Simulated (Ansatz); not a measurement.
Molecular dynamics on a 2×2×2 supercell (16 atoms) of PbSe (rocksalt), relaxed with r2SCAN. Forces come from PBEsol in the plane-wave code Ansatz: a Langevin thermostat at fixed volume, 300 K, steps of 1.5 fs. Classical nuclei, no spin polarisation; a few dozen steps show the first response, not equilibrium.

```yaml
crystal:
  lattice:
    - [0.0, 6.1774044403, 6.1774044403]
    - [6.1774044403, 0.0, 6.1774044403]
    - [6.1774044403, 6.1774044403, 0.0]
  atoms:
    - { symbol: Pb, position: [0.0, 0.0, 0.0] }
    - { symbol: Se, position: [0.25, 0.25, 0.25] }
    - { symbol: Pb, position: [0.0, 0.0, 0.5] }
    - { symbol: Se, position: [0.25, 0.25, 0.75] }
    - { symbol: Pb, position: [0.0, 0.5, 0.0] }
    - { symbol: Se, position: [0.25, 0.75, 0.25] }
    - { symbol: Pb, position: [0.0, 0.5, 0.5] }
    - { symbol: Se, position: [0.25, 0.75, 0.75] }
    - { symbol: Pb, position: [0.5, 0.0, 0.0] }
    - { symbol: Se, position: [0.75, 0.25, 0.25] }
    - { symbol: Pb, position: [0.5, 0.0, 0.5] }
    - { symbol: Se, position: [0.75, 0.25, 0.75] }
    - { symbol: Pb, position: [0.5, 0.5, 0.0] }
    - { symbol: Se, position: [0.75, 0.75, 0.25] }
    - { symbol: Pb, position: [0.5, 0.5, 0.5] }
    - { symbol: Se, position: [0.75, 0.75, 0.75] }
kpoints:
  mp_grid: { grid: [2, 2, 2] }
hamiltonian:
  xc: pbesol
scf:
  occupations: { method: fermi_dirac, width: 0.026 }
md:
  ensemble: nvt_langevin
  temperature: 300
  timestep: 1.5
  n_steps: 30
  initial_velocities: maxwell_boltzmann
  seed: 1033
```

Run as `ansatz run input.yaml --threads 4 --pin off --max-ram 3686MiB --backend cpu --events-out ev --progress --plain --runs-dir out`.

Question: It ran on 4 threads of Arm Neoverse V1, on a shared host, load about 0.9 per core. About how long did it take, and what peak of host memory did it reach?

Answer: About 3.7 min, with a peak of 2 GiB.

```csv
step,t (fs),T (K),free energy F from step 0 (meV/atom),kinetic energy (meV/atom),largest force (eV/Å)
0,0,281,0.0,36.4,0.00
1,1.5,313,0.0,40.5,0.03
2,3,329,0.1,42.6,0.06
3,4.5,312,0.1,40.3,0.09
4,6,327,0.2,42.3,0.12
5,7.5,328,0.3,42.4,0.14
6,9,325,0.5,42.0,0.17
7,10.5,332,0.7,42.9,0.19
8,12,328,0.9,42.4,0.22
9,13.5,307,1.1,39.7,0.24
10,15,289,1.3,37.3,0.26
11,16.5,276,1.6,35.6,0.28
12,18,268,1.9,34.6,0.30
13,19.5,268,2.1,34.6,0.32
14,21,263,2.4,34.0,0.33
15,22.5,264,2.7,34.1,0.35
16,24,252,3.0,32.6,0.36
17,25.5,251,3.3,32.4,0.37
18,27,240,3.6,31.1,0.38
19,28.5,257,3.9,33.2,0.39
20,30,260,4.2,33.6,0.40
21,31.5,249,4.6,32.1,0.40
22,33,225,4.9,29.1,0.41
23,34.5,238,5.3,30.7,0.41
24,36,217,5.6,28.0,0.42
25,37.5,215,6.0,27.9,0.42
26,39,208,6.4,26.8,0.43
27,40.5,196,6.9,25.3,0.44
28,42,179,7.3,23.2,0.45
29,43.5,165,7.6,21.4,0.45
30,45,192,8.0,24.8,0.46
```

The temperature starts at 281 K, is lowest at step 29 (165 K, 43.5 fs) and ends at 192 K. The thermostat hasn't had time to restore it. The atoms start on their lattice sites with kinetic energy alone, so much of it first passes into potential energy. By the last step the atoms have moved 0.10 Å in the root mean square, the drift of the whole cell taken out, 0.15 Å at most.

Positions (Å) and forces (eV/Å) at step 30:
```
Pb   0.040  -0.046  -0.024    -0.101   0.047   0.231
Se   3.138   3.065   3.163    -0.163  -0.105  -0.299
Pb   3.036   3.054   0.014     0.014   0.050   0.040
Se   6.246   6.214   3.206    -0.338  -0.070   0.011
Pb   3.096  -0.013   3.012    -0.182   0.095   0.150
Se   6.141   2.933   6.190     0.122   0.201  -0.013
Pb   6.193   3.085   3.129    -0.062   0.155  -0.013
Se   9.214   6.258   6.143     0.009  -0.175   0.220
Pb   0.018   3.134   3.099     0.037  -0.223  -0.026
Se   3.018   6.209   6.214     0.102   0.119  -0.191
Pb   3.036   6.174   3.068     0.212  -0.029  -0.089
Se   6.183   9.185   6.157    -0.177  -0.124   0.106
Pb   3.012   3.088   6.230     0.130  -0.061  -0.194
Se   6.077   6.182   9.400     0.374   0.072  -0.175
Pb   6.258   6.165   6.210    -0.045   0.002  -0.214
Se   9.255   9.179   9.184     0.067   0.047   0.455
```
